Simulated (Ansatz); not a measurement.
# NbGe2N4 bilayer (AB) in a perpendicular field, part 2 of 3

What dipole does a perpendicular field induce in the NbGe2N4 bilayer (AB)? A positive field points along +c.

Ansatz 0.2.0; plane-wave DFT, PBEsol-D3(BJ), Ansatz PAW.

So far. Step 2 (Relaxation): The lattice constant a goes from 3.020 to 3.036 Å.

## 3. Atoms held, field 0

A sawtooth potential applies the field, turning back in the middle of the vacuum. With the dipole correction the typed value is the field outside the slab. The induced dipole is small, so the SCF threshold is tight.

The cell differs from the one that the last finished run ended in (c 67.151 → 35.329 Å).

input.yaml reads:

```yaml
crystal:
  lattice:
    - [3.0357169854, 0.0, 0.0]
    - [-1.5178584927, 2.6290080281, 0.0]
    - [0.0, 0.0, 35.3285705118]
  atoms:
    - { symbol: "N", position: [0.0, 0.0, 0.2547513208], spin: 0.01 }
    - { symbol: Ge, position: [0.3333333333, 0.6666666667, 0.271956809] }
    - { symbol: "N", position: [0.3333333333, 0.6666666667, 0.324640132] }
    - { symbol: Nb, position: [0.0, 0.0, 0.3589093095], spin: 0.29 }
    - { symbol: "N", position: [0.3333333333, 0.6666666667, 0.3930834853] }
    - { symbol: Ge, position: [0.3333333333, 0.6666666667, 0.4457804004] }
    - { symbol: "N", position: [0.0, 0.0, 0.4625279924], spin: 0.01 }
    - { symbol: "N", position: [0.3333333333, 0.6666666667, 0.5371705775] }
    - { symbol: Ge, position: [0.6666666667, 0.3333333333, 0.554313169] }
    - { symbol: "N", position: [0.6666666667, 0.3333333333, 0.6068697218] }
    - { symbol: Nb, position: [0.3333333333, 0.6666666667, 0.6411168927], spin: -0.28 }
    - { symbol: "N", position: [0.6666666667, 0.3333333333, 0.6753511411] }
    - { symbol: Ge, position: [0.6666666667, 0.3333333333, 0.7280372293] }
    - { symbol: "N", position: [0.3333333333, 0.6666666667, 0.7452486792], spin: -0.01 }
magnetization:
  spin_polarized: true
kpoints:
  mp_grid: { grid: [18, 18, 1] }
  band_path:
    path: [[0, 0, 0], [0.5, 0, 0], [0.33333333, 0.33333333, 0], [0, 0, 0]]
    npoints: 16
hamiltonian:
  xc: pbesol
  dispersion: d3bj
scf:
  occupations: { method: fermi_dirac, width: 0.02585 }
  convergence: { dr2_threshold: 1.0e-10 }
efield:
  axis: 3
  dipole_correction: true
  ramp_position: 0.97
  ramp_width: 0.06
  amplitude: 0
output:
  dos: { projected: true, e_range: [-6, 5] }
  bader: true
  write_potential: true
  write_density: true
  volumetric_format: npy
  elf: true
```

The run is started by

```console
$ ansatz run input.yaml --threads 8 --pin off --max-ram 12288MiB --backend cpu --events-out ev --progress --plain --runs-dir out
```

Numbers of over 12 decimals in the logs are rounded to 6 here.

Output:

```text
[...]
Crystal: 14 atoms, lattice volume = 281.955 Å³
Basis set: ecut = 420 eV, 5471 PW (Γ)
Bands: 76, of which v1, the nominal top of the filled ones, is band 61 counted from 1 (60 counted from 0)
Symmetry: 6 space group operations
k-points: 37 of 324 (time reversal used)
[...]
Starting moments: Σ|m| = 0.6 μB on 5 of 14 sites
[...]
SCF iter   1: F=—  HF=-29039.709017 eV  |F-HF|=—  |Δ(HF+E_count)|=         —  Δρ=5.95e-2 (↑5.93e-2 ↓5.95e-2)  dr2=5.22e1  dr2_m=1.30e-2  M=0.231 μB ∫|m|=0.706 μB  β_m=0.30  ethr=3.10e-3  p=-0.000 e·Å  D=-7.13e-8 V/Å  ΔV_dip=0.00 eV  dr2_dipole=8.96e-2  V_vac-E_F(+/−)=7.61/7.61 eV  ⟨swp⟩=8.5  Hψ=24851  notcnv=0  defer=34
[...]
efield: sawtooth ramp at fractional position 0.9700 (set: `efield.ramp_position`, or a place that a band, a saddle search or an elastic batch's reference lends), width 0.0600; the density the first Hamiltonian is built on has a dipole p = -0.000 e·Å; the dipole correction subtracts the counter field D = -7.13e-8 V/Å, which shifts the + side's vacuum level by +0.00 eV against the − side's; the planar-averaged density in the ramp window peaks in size at 5.9e-6 e/Å³
[...]
SCF iter   2: F=—  HF=-29039.694206 eV  |F-HF|=—  |Δ(HF+E_count)|=   1.48e-2  Δρ=3.38e-2 (↑3.32e-2 ↓3.38e-2)  dr2=1.76e1  dr2_m=1.24e-2  M=0.277 μB ∫|m|=0.860 μB  β_m=0.45  ethr=3.10e-3  p=-0.002 e·Å  D=-1.18e-3 V/Å  ΔV_dip=0.04 eV  dr2_dipole=2.09e-2  V_vac-E_F(+/−)=7.09/7.05 eV  ⟨swp⟩=3.0  Hψ=9787  notcnv=0  defer=680
density mixer auto → msr1: a metal under ldos (density of states about μ 0.63 of a free-electron gas's, 26 screened modes)
SCF iter   3: F=—  HF=-29041.981112 eV  |F-HF|=—  |Δ(HF+E_count)|=    2.29e0  Δρ=1.27e-2 (↑1.25e-2 ↓1.27e-2)  dr2=1.95e0  dr2_m=5.62e-3  M=0.282 μB ∫|m|=0.962 μB  β_m=0.58  ethr=3.10e-3  p=-0.003 e·Å  D=-1.80e-3 V/Å  ΔV_dip=0.06 eV  dr2_dipole=2.31e-2  V_vac-E_F(+/−)=6.51/6.45 eV  ⟨swp⟩=3.0  Hψ=11444  notcnv=0  defer=647
[...]
SCF iter  22: F=-29041.850823 eV  HF=-29041.850823 eV  |F-HF|=1.96e-10  |Δ(HF+E_count)|=  5.09e-11  Δρ=1.37e-8 (↑1.37e-8 ↓1.35e-8)  dr2=4.43e-11  dr2_m=1.63e-13  M=0.046 μB ∫|m|=1.358 μB  ethr=1.00e-12  p=-0.001 e·Å  D=-3.61e-4 V/Å  ΔV_dip=0.01 eV  dr2_dipole=2.06e-11  V_vac-E_F(+/−)=5.72/5.71 eV  ⟨swp⟩=12.2  Hψ=22201  notcnv=0
SCF 1 converged in 22 iterations: F = -29041.850823 eV  dr2 = 4.43e-11
[...]
NSCF: frozen V_eff on 49 k-points
efield: sawtooth ramp at fractional position 0.9700 (kept from the solve that this one continues, or follows in the run), width 0.0600; the density the first Hamiltonian is built on has a dipole p = -0.001 e·Å; the dipole correction subtracts the counter field D = -3.61e-4 V/Å, which shifts the + side's vacuum level by +0.01 eV against the − side's; the planar-averaged density in the ramp window peaks in size at 5.6e-6 e/Å³
SCF converged after 22 iterations
Magnetization: 0.0456 μB (61.0228 up, 60.9772 down)
Absolute magnetization: 1.3577 μB (∫|ρ↑−ρ↓|, with the PAW one-centre terms)
[...]
Per-site moments (μB) at R_I (Å): [(0.00560812, 0.765222), (0.00285212, 0.765222), (0.00339622, 0.767756), (0.282175, 0.877907), (0.00396412, 0.767954), (0.00284024, 0.763062), (0.0057465, 0.763062), (-0.00406485, 0.764922), (-0.00263122, 0.764922), (-0.00292659, 0.765909), (-0.263950, 0.878404), (-0.00370331, 0.767796), (-0.00269032, 0.765250), (-0.00527885, 0.765250)]
Free energy (F): -29041.850823 eV
[...]
Internal energy: -29041.835411 eV  (E = F + TS)
E sigma→0 (E₀):  -29041.843117 eV
Entropy (-TS):   -0.015412 eV (-1.101 meV/atom)
Fermi energy:    4.504097 eV
Dipole field:    D = -0.000366 V/Å  (p = -0.000570 e·Å, saw-weighted, corrected)
Work function:   Φ+ = 5.7215 eV   Φ− = 5.7086 eV
Levels:          The Fermi level and band energies are counted from a zero that moves with the ramp; work functions are not
[...]
--- Band table (eV; the first three rows and the last of 74) ---
  k-point 0 ↑: bands = [... 57 lower, 2.3564, 2.6154, 3.2647, 4.8021, 5.1829, 6.5638, 6.6364, 6.9879, ... 11 higher]
  k-point 1 ↑: bands = [... 57 lower, 2.3030, 2.7911, 3.3013, 4.9150, 5.2948, 6.7103, 6.7811, 6.9090, ... 11 higher]
  k-point 2 ↑: bands = [... 57 lower, 2.1858, 2.9210, 3.3023, 4.9751, 5.4047, 6.7615, 6.9263, 7.0371, ... 11 higher]
  k-point 36 ↓: bands = [... 57 lower, 2.4512, 3.0686, 3.1073, 4.5610, 5.0496, 6.5532, 7.0884, 8.6220, ... 11 higher]
--- Bader charges: 14 sites ---
  site symbol  charge [e]  shift [e]    m [muB]
     0      N     -1.4633     0.0160     0.0092
     1     Ge      1.9736     0.0211     0.0075
     2      N     -1.5044     0.0052     0.0589
     3     Nb      1.9906     0.0001     0.5343
     4      N     -1.5057     0.0052     0.0597
     5     Ge      1.9851     0.0215     0.0074
     6      N     -1.4720     0.0163     0.0090
     7      N     -1.4649     0.0160    -0.0070
     8     Ge      1.9755     0.0213    -0.0070
     9      N     -1.5066     0.0054    -0.0549
    10     Nb      1.9859     0.0001    -0.5001
    11      N     -1.5043     0.0052    -0.0557
    12     Ge      1.9734     0.0211    -0.0071
    13      N     -1.4629     0.0160    -0.0087
  estimated error of the sums over rays = 6.6e-4 e
```

It took 2.5 min on 8 threads of Arm Neoverse N1, shared host; peak memory 2.4 GiB; 20 min of CPU time.

Reading the cycles: dr2 is the Hartree energy of the density residual (eV), the measure of convergence; HF is the Harris–Foulkes estimate of the energy, which meets the free energy F at convergence.

Numbers from this step:

| Property | Result |
| --- | --- |
| energy at zero smearing | -29041.8431 eV |
| total moment | 0.04564 μB |
| work function, upper face | 5.722 eV |
| dipole along the normal | -5.70e-4 e·Å |

Running mean over a fixed 2.5 Å (it still follows the layers) of the planar mean; the ramp of the sawtooth is left out. The electron's electrostatic potential energy less the Fermi level by z:

| z (Å) | electron's electrostatic potential energy less the Fermi level (eV) |
| --- | --- |
| 4 | 5.71 |
| 5 | 5.71 |
| 6 | 5.70 |
| 7 | 5.36 |
| 8 | -0.172 |
| 9 | -7.31 |
| 10 | -8.42 |
| 11 | -6.29 |
| 12 | -11.6 |
| 13 | -12.9 |
| 14 | -7.55 |
| 15 | -7.65 |
| 16 | -8.35 |
| 17 | -3.64 |
| 18 | -1.59 |
| 19 | -7.50 |
| 20 | -8.45 |
| 21 | -6.38 |
| 22 | -11.7 |
| 23 | -12.8 |
| 24 | -7.34 |
| 25 | -7.65 |
| 26 | -8.24 |
| 27 | -3.01 |
| 28 | 4.63 |
| 29 | 5.68 |
| 30 | 5.72 |
| 31 | 5.72 |

The density of states has structure finer than the step of the table below, so its rows give means over 0.25 eV, whole bins alone (the curve runs from -6 to 1.99 eV). Peaks (eV: height): total -5.640: 10.4, -4.950: 14.1, -3.080: 12.7, -2.830: 11.8, -2.200: 17.0, -2.060: 20.2, 0.010: 12.8; up -5.060: 5.62, -4.950: 7.03, -3.110: 6.51, -2.310: 7.01, -2.200: 9.53, -2.060: 11.6, 0.010: 5.84; down -5.640: 5.29, -4.950: 7.07, -3.080: 6.76, -2.830: 6.47, -2.220: 9.14, -2.030: 16.1, 0.010: 6.96.

Table of density of states by energy, zero at the Fermi level; means over each step; values in states/eV a cell:

| energy (eV) | total | up | down |
| --- | --- | --- | --- |
| -5.75 | 7.00 | 3.53 | 3.47 |
| -5.50 | 7.35 | 3.66 | 3.69 |
| -5.25 | 5.92 | 2.99 | 2.93 |
| -5.00 | 10.3 | 5.20 | 5.06 |
| -4.75 | 10.2 | 5.07 | 5.10 |
| -4.50 | 8.20 | 4.07 | 4.13 |
| -4.25 | 6.99 | 3.50 | 3.50 |
| -4.00 | 5.36 | 2.69 | 2.67 |
| -3.75 | 5.33 | 2.60 | 2.73 |
| -3.50 | 4.60 | 2.33 | 2.27 |
| -3.25 | 7.10 | 3.55 | 3.55 |
| -3.00 | 11.1 | 5.63 | 5.46 |
| -2.75 | 9.32 | 4.59 | 4.72 |
| -2.50 | 9.31 | 4.66 | 4.65 |
| -2.25 | 11.6 | 5.78 | 5.77 |
| -2.00 | 9.63 | 4.22 | 5.41 |
| -1.75 | 6.16 | 3.08 | 3.07 |
| -1.50 | 3.27 | 1.62 | 1.65 |
| -1.25 | 1.25 | 0.647 | 0.600 |
| -1.00 | 0 | 0 | 0 |
| -0.75 | 0 | 0 | 0 |
| -0.50 | 4.37 | 2.28 | 2.09 |
| -0.25 | 1.61 | 0.767 | 0.840 |
| 0.00 | 5.19 | 2.55 | 2.64 |
| 0.25 | 2.33 | 1.15 | 1.18 |
| 0.50 | 1.36 | 0.663 | 0.695 |
| 0.75 | 0.798 | 0.410 | 0.388 |
| 1.00 | 0.189 | 0.0965 | 0.0927 |
| 1.25 | 0 | 0 | 0 |

Projected DOS per atom over height of the atomic layer and energy from the Fermi level. Layers: N Ge N Nb N Ge N N Ge N Nb N Ge N from below.

Ten even steps from '_' (0.00 states/eV) to '@' (1.67 states/eV), each cell a mean:
```
____________________________
____________________________
____________________________
______..____________..______
______==____________==______
______@@____________@@______
______##____________##______
______::____________..______
____________________________
..__..__..__::::__..__..__..
==__==__==__++++__==__==__==
%%__##::##__++++__##::##__%%
==__##--**__====__**--##__==
++__##==##__++++__##==**__++
--__==::==__====__==::==__--
::__::--::__::::__::--::__::
--__::--::__::::__::--::__--
--..======..----..======..--
++::++====..==++..====++::++
--..==--==::++==::==--==..--
--..--::--..::--..--::==::--
::::--::--::----::::::--::::
```
Columns: height of the atomic layer (Å) from 9 to 26.3 (not evenly spaced); rows upwards: energy from the Fermi level (eV) from -5.96 to 1.96.

Projected DOS per atom, spin up over height of the atomic layer and energy from the Fermi level. Layers: N Ge N Nb N Ge N N Ge N Nb N Ge N from below.

Ten even steps from '_' (0.00 states/eV) to '@' (1.37 states/eV), each cell a mean:
```
____________________________
____________________________
____________________________
____________________..______
______..____________==______
______..____________@@______
______%%____________________
______--____________________
____________________________
..__..__..__....__..__..__..
::__::__::__----__::__--__--
++__==..==__----__==..==__++
::__==::==__::::__==::==__--
--__==::==__::--__==::==__--
::__::..--__--::__::..::__..
..__......__....__......__..
..__......__....__......__..
::__::::::__::::__::::::__::
--..--::--..::--..::::--..--
::..::::--..--::..::::::..::
....::..::........::..::..::
....::......................
```
Columns: height of the atomic layer (Å) from 9 to 26.3 (not evenly spaced); rows upwards: energy from the Fermi level (eV) from -5.96 to 1.96.

Projected DOS per atom, spin down over height of the atomic layer and energy from the Fermi level. Layers: N Ge N Nb N Ge N N Ge N Nb N Ge N from below.

Ten even steps from '_' (0.00 states/eV) to '@' (1.35 states/eV), each cell a mean:
```
____________________________
____________________________
____________________________
______..____________________
______==____________..______
______@@____________::______
____________________@@______
____________________::______
____________________________
..__..__..__....__..__..__..
::__--__--__----__::__::__::
++__==..==__----__==..==__++
--__==::==__::::__==::==__::
--__==::==__----__==::==__--
..__::..::__::--__--..::__::
..__......__....__......__..
..__......__....__......__..
::..::::::__::::__::::::__::
--..--::::..----..--::--..--
::..::::::..----..--::::..::
::..::..::........::..::....
..............::............
```
Columns: height of the atomic layer (Å) from 9 to 26.3 (not evenly spaced); rows upwards: energy from the Fermi level (eV) from -5.96 to 1.96.

Deep bands are left out, so band numbers here count from the lowest band kept and differ from the log's. The electronic bands at the labelled points (eV, zero at the Fermi level; # counts the bands kept):

| point | up #23 | up #24 | up #25 | up #26 | down #22 | down #23 | down #24 | down #25 |
| --- | --- | --- | --- | --- | --- | --- | --- | --- |
| Γ | -1.89 | -1.24 | 0.30 | 0.68 | -1.89 | -1.24 | 0.31 | 0.69 |
| halfway | -1.84 | -1.58 | -0.30 | 0.25 | -1.84 | -1.58 | -0.27 | 0.25 |
| M | -1.85 | -1.78 | -0.51 | 0.03 | -1.83 | -1.79 | -0.48 | 0.04 |
| halfway | -1.82 | -1.71 | -0.35 | 0.18 | -1.83 | -1.71 | -0.32 | 0.19 |
| K | -1.43 | -1.41 | 0.02 | 0.55 | -1.44 | -1.40 | 0.06 | 0.55 |
| halfway | -1.89 | -1.71 | -0.49 | 0.07 | -1.89 | -1.70 | -0.45 | 0.08 |
| Γ | -1.89 | -1.24 | 0.30 | 0.68 | -1.89 | -1.24 | 0.31 | 0.69 |

Spin density in the ca plane at fractional y = 0.667, with atoms of Ge and N and Nb within 0.2 Å of it.

Ten even steps from '0' (-0.13 e/Å³) to '9' (0.01 e/Å³), each cell a mean:
```
99999999999999999999998768999999999999999999
99999999999999999999998778999999999999999999
99999999999999999999998657899999999999999999
99999999999999999998877426778999999999999999
99999999999999999998731332168999999999999999
99999999999999999998730331058999999999999999
99999999999999999998866426678999999999999999
99999999999999999999988547889999999999999999
```
Columns run along c (16.0 Å, from fractional 0.40 to 0.85 of the cell), rows up along a (3.0 Å). Atoms in or near the plane, at fractional coordinates: Ge at (0.45, 0.33), N at (0.54, 0.33), Nb at (0.64, 0.33), N at (0.75, 0.33).

Valence density in the ca plane at fractional y = 0.667, with atoms of Ge and N and Nb within 0.2 Å of it. It is the smooth field of the valence electrons, not physical close to the nuclei.

Ten steps, logarithmic in the rise over the least value, from '0' (0 e/Å³) to '9' (30 e/Å³), each cell a mean:
```
00001221100001121111221111221111211000000000
00001121100001121111221111221111211000000000
11111221100011221101112222111111222100000000
32224431000123331100113554210001233310000000
54348952000145542100025665310001355420000000
54349962000145542100025665310001355420000000
43225531000124431000113554210001244310000000
21112221100012221101112232111001222100000000
```
Columns run along c (16.0 Å, from fractional 0.40 to 0.85 of the cell), rows up along a (3.0 Å). Atoms in or near the plane, at fractional coordinates: Ge at (0.45, 0.33), N at (0.54, 0.33), Nb at (0.64, 0.33), N at (0.75, 0.33).

Electrostatic potential energy in the ca plane at fractional y = 0.667, with atoms of Ge and N and Nb within 0.2 Å of it. With pseudopotentials it is smooth inside the atoms' cores, unlike the true potential.

Ten even steps from '0' (-40 eV) to '9' (10 eV), each cell a mean:
```
99999999999999999999988889999864468999888889
99999999999999999999988889999864468999988889
99999999999999999999987678998876678899876789
99999999999999999999863236864688875478532368
99999999999999999999731014610168850026310148
99999999999999999999730014610068850016300147
99999999999999999999852235853578874367522368
99999999999999999999986568898876678898765689
```
Columns run along c (16.0 Å, from fractional 0.04 to 0.49 of the cell; values clipped at the 3rd and 97th percentile), rows up along a (3.0 Å). Atoms in or near the plane, at fractional coordinates: Ge at (0.27, 0.33), N at (0.32, 0.33), N at (0.39, 0.33), Ge at (0.45, 0.33).

The work function of the upper face is 5.72 eV.

## 4. Atoms held, field 0.03 V/Å

input.yaml, as its differences from that of step 3:

```diff
@@ -38,6 +38,4 @@
   ramp_width: 0.06
-  amplitude: 0
+  amplitude: 0.03
 output:
-  dos: { projected: true, e_range: [-6, 5] }
-  bader: true
   write_potential: true
@@ -45,2 +43 @@
   volumetric_format: npy
-  elf: true
```

Output:

```text
[...]
Crystal: 14 atoms, lattice volume = 281.955 Å³
Basis set: ecut = 420 eV, 5471 PW (Γ)
Bands: 76, of which v1, the nominal top of the filled ones, is band 61 counted from 1 (60 counted from 0)
Symmetry: 6 space group operations
k-points: 37 of 324 (time reversal used)
[...]
Starting moments: Σ|m| = 0.6 μB on 5 of 14 sites
[...]
k-point 1 ↑: bands = [... 57 lower, 2.3037, 2.7912, 3.3013, 4.9146, 5.2973, 6.7105, 6.7779, 6.9102, ... 11 higher]
  k-point 2 ↑: bands = [... 57 lower, 2.1859, 2.9211, 3.3023, 4.9757, 5.4064, 6.7596, 6.9253, 7.0405, ... 11 higher]
  k-point 36 ↓: bands = [... 57 lower, 2.4466, 3.0722, 3.1040, 4.5588, 5.0496, 6.5507, 7.0881, 8.6210, ... 11 higher]
[key lines of the parts left out:]
SCF converged after 20 iterations
Magnetization: 0.0396 μB (61.0198 up, 60.9802 down)
Free energy (F): -29041.851171 eV
Fermi energy:    4.504128 eV
Dipole field:    D = 0.015223 V/Å  (p = 0.023721 e·Å, saw-weighted, corrected)
```

The job ended after 2.1 min (8 threads; peak memory 2.4 GiB).

The dipole is 0.0237 e·Å.

## 5. Atoms held, field -0.03 V/Å

input.yaml, as its differences from that of step 4:

```diff
@@ -38,3 +38,3 @@
   ramp_width: 0.06
-  amplitude: 0.03
+  amplitude: -0.03
 output:
```

Output:

```text
[...]
Crystal: 14 atoms, lattice volume = 281.955 Å³
Basis set: ecut = 420 eV, 5471 PW (Γ)
Bands: 76, of which v1, the nominal top of the filled ones, is band 61 counted from 1 (60 counted from 0)
Symmetry: 6 space group operations
k-points: 37 of 324 (time reversal used)
[...]
Starting moments: Σ|m| = 0.6 μB on 5 of 14 sites
[...]
k-point 1 ↑: bands = [... 57 lower, 2.3023, 2.7908, 3.3014, 4.9154, 5.2921, 6.7094, 6.7847, 6.9079, ... 11 higher]
  k-point 2 ↑: bands = [... 57 lower, 2.1856, 2.9208, 3.3023, 4.9745, 5.4029, 6.7631, 6.9267, 7.0343, ... 11 higher]
  k-point 36 ↓: bands = [... 57 lower, 2.4558, 3.0652, 3.1106, 4.5631, 5.0495, 6.5557, 7.0886, 8.6229, ... 11 higher]
[key lines of the parts left out:]
SCF converged after 21 iterations
Magnetization: 0.0517 μB (61.0259 up, 60.9741 down)
Free energy (F): -29041.851204 eV
Fermi energy:    4.504028 eV
Dipole field:    D = -0.015942 V/Å  (p = -0.024840 e·Å, saw-weighted, corrected)
```

Run time: 2.1 min. Hardware: 8 threads; peak memory 2.4 GiB.

The dipole is -0.0248 e·Å.

(Continued in part 3 of 3.)

[Logs are printed without paths, hosts, clocks, repeated set-up lines and the standing remarks that a program may print on its own settings, such as how far it seeks lower states.]

[Hosts, paths, dates, database ids (printed as entryN), source tags and the programs' standing remarks are cut or masked in the printed files.]

[Maps of the electrostatic potential energy from Ansatz leave out the sawtooth potential of an applied field or a dipole correction, so their vacuum need not be flat; planar profiles and work functions include it.]

[The density of states shown here was stored with 400 of the rows of the run's finer table, so its peaks can read low, often by over a quarter, or be missed, and its means over a window can be off by a tenth or more.]
